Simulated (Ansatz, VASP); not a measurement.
# Se: VASP beside Ansatz

```
CELL_PARAMETERS angstrom
4.36620 0.00000 0.00000
-2.18310 3.78124 0.00000
0.00000 0.00000 4.95360
ATOMIC_POSITIONS crystal
Se 0.22540 0.00000 0.33333
Se 0.00000 0.22540 0.66667
Se 0.77460 0.77460 0.00000
```

Alike in both runs: task electric field gradients; functional PBE; k mesh 6 × 6 × 5; occupations fermi-dirac, width 0.03 eV; no spin polarisation.

```csv
,VASP,Ansatz
version,VASP 6.6.1,Ansatz 0.2.0
potentials or method,"VASP PAW PBE potentials, release 64 (Se)","PAW with Ansatz's default frozen-core files, scalar-relativistic"
plane-wave cutoff (eV),520,420
valence electrons in the cell,18,48
```

|  | VASP | Ansatz | Ansatz less VASP |
| --- | --- | --- | --- |
| gap on the k mesh at the Fermi level (eV) | 1.31 | 1.31 | +0.001 |
| pressure (GPa) | 2.9 | 2.8 | -0.13 |
| largest component of the traceless stress (GPa) | 1.21 | 1.16 | -0.044 |
| rms of the force components (eV/Å) | 0.249 | 0.231 | -0.0186 |
| Vzz of the field gradient on the site that differs most (V/Å²) | -502.8 | -520.3 | -17.53 |

Atom by atom the forces differ by 0.019 eV/Å (rms over components). With one functional, cell and mesh, what is left measures potentials, basis and numerics. The two sets of potentials don't hold the same shells in valence.

Caveats: an odd mesh through Γ misses points on the zone boundary, where band edges often lie. PBE gaps usually lie below the measured ones, often by a third to a half.
